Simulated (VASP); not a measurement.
Write the native input for VASP 6.6.1 that does the following.

* Task: electrostatic potential
* Functional: r2SCAN
* Potentials or basis: VASP PAW PBE potentials, release 64 (Pb_d, Se)
* Cutoff: 520 eV
* k mesh: 10 × 10 × 10
* Occupations: gaussian, width 0.02 eV
* Spin: no spin polarisation
* Further INCAR settings: ALGO = Normal; EDIFF = 1e-06

The structure of PbSe lies in POSCAR:

```
PbSe                                    
1.0
    0.0000000000      3.0894112112      3.0894112112
    3.0894112112      0.0000000000      3.0894112112
    3.0894112112      3.0894112112      0.0000000000
  Pb              Se            
     1     1
Direct
     0.0000000000000000    0.0000000000000000    0.0000000000000000
     0.5000000000000000    0.5000000000000000    0.5000000000000000
```

The cell was built by a generator and needn't be a form met in nature.

These files were run (other wordings do the same):

INCAR

```
SYSTEM = PbSe
PREC = Accurate
ENCUT = 520
EDIFF = 1E-6
ISMEAR = 0
SIGMA = 0.02
LREAL = .FALSE.
LASPH = .TRUE.
NELM = 100
ALGO = Normal
ISIF = 2
LWAVE = .FALSE.
LCHARG = .TRUE.
METAGGA = R2SCAN
LMIXTAU = .TRUE.
LVHAR = .TRUE.
```

KPOINTS

```
regular mesh
0
G
  10 10 10
  0 0 0
```

Potentials or basis: VASP PAW PBE potentials, release 64 (Pb_d, Se).

Run with:

```console
$ cat potpaw_PBE.64/Pb_d/POTCAR potpaw_PBE.64/Se/POTCAR > POTCAR
$ mpirun -np 1 vasp_std > vasp.out
```

Results of the run:

```
Pressure               : 0.0 GPa
Band gap on the k mesh : 0.67 eV, direct
```

Caveat: the PAW data sets were made with another functional, which shifts forces and pressure a little; spin-orbit coupling is left out, which as a rule narrows the gap of such compounds by several tenths of an eV.

It took 85 s on 1 thread of Intel(R) Xeon(R) Platinum 8488C (Sapphire Rapids), with other jobs on the host, peak memory 0.21 GiB.
